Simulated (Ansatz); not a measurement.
CoO:

```xyz
2
Lattice="0.0000 2.1315 2.1315 2.1315 0.0000 2.1315 2.1315 2.1315 0.0000" Properties=species:S:1:pos:R:3 pbc="T T T"
Co    0.0000    0.0000    0.0000
O     2.1315    2.1315    2.1315
```

Program: Ansatz 0.2.0. Alike in all runs: task band structure; spin collinear, ferromagnetic start; cell as given; k mesh 11 × 11 × 11; smearing fermi-dirac 0.05 eV; basis error allowed 0.001 eV/atom.

Task: Order these runs on this cell by their pressure, lowest first.
A. level LDA; potentials or basis all-electron LAPW, scalar-relativistic; cutoff (eV) 359
B. level PBEsol; potentials or basis all-electron LAPW, inner shells corrected to Dirac's equation; cutoff (eV) 360
C. level PBE; potentials or basis all-electron LAPW, scalar-relativistic; cutoff (eV) 360

Result: A (-19.3 GPa), B (-10.8 GPa), C (-1.9 GPa).

Caveats: a cell with one magnetic atom can't hold antiferromagnetic order, which such compounds often take.

Not every run made on this cell is shown here.
